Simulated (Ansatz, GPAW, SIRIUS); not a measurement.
**Cost and result for the equilibrium volume of CuI**

**What was measured.** The equilibrium volume of CuI (Marshite) (F-43m) is reported as 27.71 Å³/atom at 300 K (a printed reference work). The runs below try to reproduce it.

```xyz
2
Lattice="0.0000 3.0315 3.0315 3.0315 0.0000 3.0315 3.0315 3.0315 0.0000" Properties=species:S:1:pos:R:3 pbc="T T T"
I     0.0000    0.0000    0.0000
Cu    4.5473    4.5473    4.5473
```

```csv
rung,level,program and potentials,cutoff (eV),k mesh,smearing,task,core time,chip,equilibrium volume (Å³/atom),miss,notes
GGA + dispersion,revPBE+D4,"Ansatz, Ansatz PAW",420,8 × 8 × 8,fermi-dirac 0.05,relaxation of cell and atoms,12 s,Arm Neoverse V1,26.39,-4.8 %,"potentials made for PBE, which Ansatz adapts in part"
GGA + dispersion,PBEsol+D3(BJ)+ATM,"Ansatz, Ansatz PAW",420,8 × 8 × 8,fermi-dirac 0.05,relaxation of cell and atoms,18 s,Intel Xeon,25.30,-8.7 %,"potentials made for PBE, which Ansatz adapts in part"
GGA + dispersion,PBE+D3(BJ),"Ansatz, Ansatz PAW",420,8 × 8 × 8,fermi-dirac 0.05,relaxation of cell and atoms,23 s,Intel Xeon Skylake/Cascade Lake,26.61,-4.0 %,-
GGA + dispersion,PBE+D4,"Ansatz, all-electron LAPW, scalar-relativistic",-,8 × 8 × 8,fermi-dirac 0.05,relaxation of cell and atoms,35 s,Arm Neoverse V1,26.60,-4.0 %,-
GGA + dispersion,revPBE+D3(BJ),"Ansatz, Ansatz PAW",420,8 × 8 × 8,fermi-dirac 0.05,relaxation of cell and atoms,38 s,Intel Xeon Skylake/Cascade Lake,26.14,-5.7 %,"potentials made for PBE, which Ansatz adapts in part"
GGA,BLYP,"Ansatz, Ansatz PAW",420,8 × 8 × 8,fermi-dirac 0.05,relaxation of cell and atoms,43 s,Intel Xeon Skylake/Cascade Lake,30.54,+10.2 %,"potentials made for PBE, which Ansatz adapts in part"
GGA + dispersion,PBEsol+D3(BJ),"Ansatz, all-electron LAPW, scalar-relativistic",-,8 × 8 × 8,fermi-dirac 0.05,relaxation of cell and atoms,44 s,Arm Neoverse V2,25.16,-9.2 %,-
GGA,revPBE,"Ansatz, all-electron LAPW, scalar-relativistic",-,8 × 8 × 8,fermi-dirac 0.05,relaxation of cell and atoms,55 s,Intel Xeon,29.23,+5.5 %,-
GGA,PBEsol,"GPAW, PAW data sets generated for this functional",600,8 × 8 × 8,fermi-dirac 0.05,equation of state,2.1 min,Arm Neoverse V1,26.68,-3.7 %,"this data set often lies off other programs; far from this level's other runs, cause not traced"
GGA,PBE,"GPAW, GPAW PAW data sets (gpaw-data 1.2.1)",600,8 × 8 × 8,fermi-dirac 0.05,equation of state,2.5 min,Intel Xeon Platinum 8259CL Skylake/Cascade Lake,28.52,+2.9 %,"this data set often lies off other programs; far from this level's other runs, cause not traced"
GGA,PBE,"SIRIUS, PseudoDojo 0.4.1 PBE standard (scalar relativistic)",1254,8 × 8 × 8,fermi-dirac 0.05,equation of state,6.7 min,AMD EPYC 7R43 Zen 3,28.16,+1.6 %,-
GGA,PBE,"SIRIUS, all-electron FP-LAPW, apw+lo standard",-,8 × 8 × 8,fermi-dirac 0.05,equation of state,15 min,AMD EPYC 7R43 Zen 3,28.08,+1.3 %,-
GGA,PBEsol,"SIRIUS, PseudoDojo 0.4.1 PBEsol standard (scalar relativistic)",1254,8 × 8 × 8,fermi-dirac 0.05,equation of state,17 min,Arm Neoverse N1,26.33,-5.0 %,-
```

Times are single runs on shared hosts and different chips, so they are rough; meshes, cutoffs and the tasks' sizes weigh on the time. All rows: no spin polarisation. Smearing widths are in eV. Meshes are those of the run's cell of 2 atoms unless a note names another. Relaxations start from the cell shown or near it and stop with a little pressure left. The cell shown, of 27.86 Å³ an atom, is the runs' start and not the measured value. Misses use the values as printed. Runs on faulty files, with rough fits or with known faults for this quantity aren't shown. No row holds spin-orbit coupling.

By rung: GGA + dispersion 25.16 to 26.61; GGA 26.33 to 30.54 (Å³/atom). Measured: 27.71 Å³/atom at 300 K (a printed reference work). Closest is PBE with SIRIUS, all-electron FP-LAPW, apw+lo standard (+1.3 %). The runs are for a static lattice, while measurements hold temperature and zero-point motion.
